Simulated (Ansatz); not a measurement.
# CsI: a single-point run

Wanted: a converged single-point run for CsI, and a check of what comes out. The structure is shown as the input types it.

Program: Ansatz 0.2.0. Level of theory: density functional or hybrid calculation with the settings of its input, plane waves (as first typed). These are calculated values, not measurements.

1 further run of the same task is left out (it didn't finish).

## Step 1: The structure to begin with

The structure is cubic, space group Pm-3m (No. 221). The conventional cell has a = 4.608 Å, b = 4.608 Å, c = 4.608 Å, α = 90.00°, β = 90.00°, γ = 90.00°. Cs (site symmetry m-3m) is surrounded by 8 I at 3.99 Å. Around I (site symmetry m-3m) lie 8 Cs at 3.99 Å.

Structure file:

```
CELL_PARAMETERS angstrom
4.60808 0.00000 0.00000
0.00000 4.60808 0.00000
0.00000 0.00000 4.60808
ATOMIC_POSITIONS crystal
Cs 0.00000 0.00000 0.00000
I 0.50000 0.50000 0.50000
```

## Step 2: The run

input.yaml reads:

```yaml
crystal:
  lattice:
    - [4.6080833777, 0.0, 0.0]
    - [0.0, 4.6080833777, 0.0]
    - [0.0, 0.0, 4.6080833777]
  atoms:
    - { symbol: Cs, position: [0.0, 0.0, 0.0] }
    - { symbol: I, position: [0.5, 0.5, 0.5] }
kpoints:
  mp_grid: { grid: [4, 4, 4] }
hamiltonian:
  xc: pbe
scf:
  occupations: { method: fixed }
  n_extra_bands: 4
  max_iter: 100
output:
  forces: true
  stress: true
  eigenvalues: true
basis:
  ecutwfc: 160
```

The run is started by

```console
> ansatz run input.yaml --threads 4 --pin off --max-ram 3686MiB --backend cpu --events-out ev --progress --plain --runs-dir out
```

**Question.** How will this run end, and is anything wrong with its input?

This run ends as converged, with warnings (cutoff below recommended). Its log warns: «basis.ecutwfc = 160 eV is below the records' recommended 420 eV ...»

Look at the input: basis.ecutwfc is 160. The basis cutoff is far too low: the plane waves can't represent the orbitals near the cores. The potentials' recommended cutoff is 420 eV.

The test: delete basis.ecutwfc (the default then holds).
